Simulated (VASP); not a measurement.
A run of VASP 6.6.1 is set up as follows.

File INCAR:

```
SYSTEM = Ti
  ALGO = Fast
  EDIFF = 1E-7
  EDIFFG = -0.002
  ENCUT = 520
  GGA = PE
  IBRION = 2
  ISIF = 3
  ISMEAR = 0
  LASPH = .TRUE.
  LCHARG = .FALSE.
  LREAL = .FALSE.
  LWAVE = .FALSE.
  NELM = 60
  NSW = 80
  PREC = Accurate
  SIGMA = 0.1
```

The input KPOINTS:

```
k-points
0
G
  6 6 4
  0 0 0
```

POSCAR

```
Ti
1.0
    2.9500000000      0.0000000000      0.0000000000
   -1.4750000000      2.5547749400      0.0000000000
    0.0000000000      0.0000000000      4.6800000000
Ti
2
Direct
    0.3333333300      0.6666666700      0.2500000000
    0.6666666700      0.3333333300      0.7500000000
```

Potentials or basis: VASP PAW PBE potentials, release 64 (Ti_sv).

Command:

```bash
$ cat potpaw_PBE.64/Ti_sv/POTCAR > POTCAR
$ mpirun -np 1 vasp_std > vasp.out
```

**Question.** Estimate the relaxed volume.

**Answer.** 17.35 Å³/atom.

**Question.** Estimate the band gap on the k mesh.

**Answer.** None (metal or under the smearing width).

Final structure:
```yaml
crystal:
  lattice:
    - [2.92300, 0.00000, 0.00000]
    - [-1.46150, 2.53139, 0.00000]
    - [0.00000, 0.00000, 4.68851]
  atoms:
    - { symbol: Ti, position: [0.33333, 0.66667, 0.25000] }
    - { symbol: Ti, position: [0.66667, 0.33333, 0.75000] }
```

Caveat: the k mesh is coarse (spacing up to 0.41 Å⁻¹), so the values aren't converged.
